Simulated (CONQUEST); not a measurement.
Crystal: CdS (Greenockite).

```
Cd S
1.0
     4.15000    0.00000    0.00000
     0.00000    6.73700    0.00000
     0.00000    0.00000    7.18801
Cd S
4 4
Direct
  0.00000 0.50000 0.33333
  0.50000 0.50000 0.83333
  0.00000 0.00000 0.66667
  0.50000 0.00000 0.16667
  0.00000 0.87500 0.33333
  0.50000 0.87500 0.83333
  0.00000 0.37500 0.66667
  0.50000 0.37500 0.16667
```

* Program: CONQUEST 1.3
* Task: single point
* Functional: PBE
* Potentials or basis: PseudoDojo NC PBE, SZP, grid cutoff 120 Ha
* k mesh: 7 × 4 × 4
* Occupations: fermi-dirac, width 0.05 eV
* Spin: no spin polarisation

On this cell: pressure 4.0 GPa; largest force 0.089 eV/Å; band gap on the k mesh 1.50 eV.

The same run follows on a disturbed copy (atoms moved at random, drawn with an rms of 0.05 Å):

```
Cd S
1.0
     4.15000    0.00000    0.00000
     0.00000    6.73700    0.00000
     0.00000    0.00000    7.18801
Cd S
4 4
Direct
  0.00864 0.49822 0.32619
  0.50864 0.49822 0.82619
  0.49765 0.00239 0.16618
  0.99765 0.00239 0.66618
  0.00125 0.87277 0.33129
  0.50125 0.87277 0.83129
  0.00080 0.37511 0.66969
  0.50080 0.37511 0.16969
```

**Question.** What does the disturbed cell give?

**Answer.** The energy moves by +6.7 meV/atom; pressure 4.1 GPa; largest force 0.540 eV/Å; band gap on the k mesh 1.48 eV.

Forces on the atoms (eV/Å):
```
Cd  -0.256  0.000  0.439
Cd  -0.256  0.000  0.439
Cd   0.100 -0.277 -0.058
Cd   0.100 -0.277 -0.058
S   -0.098  0.180  0.085
S   -0.098  0.180  0.085
S    0.267  0.081 -0.463
S    0.267  0.081 -0.463
```

Stress tensor (GPa, compression positive):
```
 4.76 -0.21 -0.55
-0.21  4.93  0.45
-0.55  0.45  2.73
```

The forces don't sum to zero, so they hold noise of the program's grid.

Caveats: the atomic basis is small; the box holds several primitive cells, so bands are folded and the points are those of the box's own zone; the basis of atomic orbitals isn't converged, which shifts pressures, moduli and gaps.

